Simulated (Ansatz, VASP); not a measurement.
**Two plane-wave programs on Na**

```xyz
6
Lattice="6.6883 0.0000 0.0000 -3.3442 5.7923 0.0000 0.0000 0.0000 6.9230" Properties=species:S:1:pos:R:3 pbc="T T T"
Na   -1.4125    4.6737    5.4807
Na    0.0029    2.2322    3.1731
Na    1.4096    4.6786    0.8654
Na    1.9346    1.1136    0.8654
Na    3.3413    3.5601    3.1731
Na    4.7566    1.1186    5.4807
```

Alike in both runs: functional PBE; k mesh 3 × 3 × 4; occupations gaussian, width 0.1 eV; no spin polarisation.

Ansatz relaxed the structure, and its values are those at the end. VASP's run is a single point on that final structure, the one shown.

|  | VASP | Ansatz |
| --- | --- | --- |
| version | VASP 6.6.1 | Ansatz 0.2.0 |
| potentials or method | VASP PAW PBE potentials, release 64 (Na_pv) | scalar-relativistic, plane waves, PAW |
| plane-wave cutoff (eV) | 520 | 420 |
| valence electrons in the cell | 42 | 54 |

```tsv
	VASP	Ansatz	Ansatz less VASP
gap on the k mesh at the Fermi level (eV)	none	none	-
pressure (GPa)	0.0	0.0	+0.02
rms of the force components (eV/Å)	0.008	0.008	+0.0002
```

A gap of «none» marks a metal or a gap that the smearing closes. The two sets of potentials don't hold the same shells in valence.

Caveats: the k mesh is coarse (spacing up to 0.36 Å⁻¹), so the values aren't converged.
